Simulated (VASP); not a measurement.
Wanted: the native input for a VASP 6.6.1 run.

```
Task                   : relaxation of cell and atoms
Functional             : vdW-DF
Potentials or basis    : VASP PAW PBE potentials, release 64 (As_GW, B_GW)
Cutoff                 : 630 eV
k mesh                 : 10 × 10 × 10
Occupations            : gaussian, width 0.01 eV
Spin                   : no spin polarisation
Further INCAR settings : ALGO = Fast; EDIFF = 1e-06; IBRION = 2; EDIFFG = -0.01; NSW = 40; ISIF = 3
```

The structure of BAs lies in POSCAR:

```
BAs
1.0
    0.0000000000      2.3885000000      2.3885000000
    2.3885000000      0.0000000000      2.3885000000
    2.3885000000      2.3885000000      0.0000000000
As B
1 1
Cartesian
    3.5827500000      3.5827500000      3.5827500000
    0.0000000000      0.0000000000      0.0000000000
```

One way to write it, as run:

INCAR

```
PREC     = Accurate       # precision mode
ENCUT    = 630            # plane-wave cutoff, eV
EDIFF    = 1E-6           # SCF threshold, eV
ISMEAR   = 0              # smearing method
SIGMA    = 0.01           # smearing width, eV
LREAL    = F              # projectors in reciprocal space
LASPH    = T              # aspherical terms in the spheres
NELM     = 60             # most SCF steps
ALGO     = Fast           # electronic algorithm
ISIF     = 3              # what is computed and relaxed
LWAVE    = F              # write WAVECAR
LCHARG   = F              # write CHGCAR
GGA      = RE             # functional
LUSE_VDW = T            
AGGAC    = 0.0          
IBRION   = 2              # ionic algorithm
NSW      = 40             # ionic steps
EDIFFG   = -0.01          # ionic threshold
```

KPOINTS

```
regular mesh
0
Gamma
  10 10 10
```

Potentials or basis: VASP PAW PBE potentials, release 64 (As_GW, B_GW).

Run with:

```bash
$ cat potpaw_PBE.64/As_GW/POTCAR potpaw_PBE.64/B_GW/POTCAR > POTCAR
$ mpirun -np 1 vasp_std > vasp.out
```

It gave:

| Property | Result |
| --- | --- |
| Relaxed volume | 14.48 Å³/atom |
| Relaxed cell | a = 3.447 Å, b = 3.447 Å, c = 3.447 Å, α = 60.00°, β = 60.00°, γ = 60.00° |
| Space group after relaxing (to 0.05 Å) | F-43m (No. 216) |
| Energy gained by relaxing | 20.9 meV/atom |
| Ionic steps | 3 |
| Pressure after relaxing | 0.0 GPa |
| Band gap on the k mesh | 1.41 eV, indirect (least direct gap 3.26 eV) |

Caveat: the PAW data sets were made with another functional, which shifts forces and pressure a little.

Run time: 2.7 min on 1 thread of Intel(R) Xeon(R) Platinum 8375C CPU @ 2.90GHz (Ice Lake), on a shared host, peak memory 0.33 GiB.
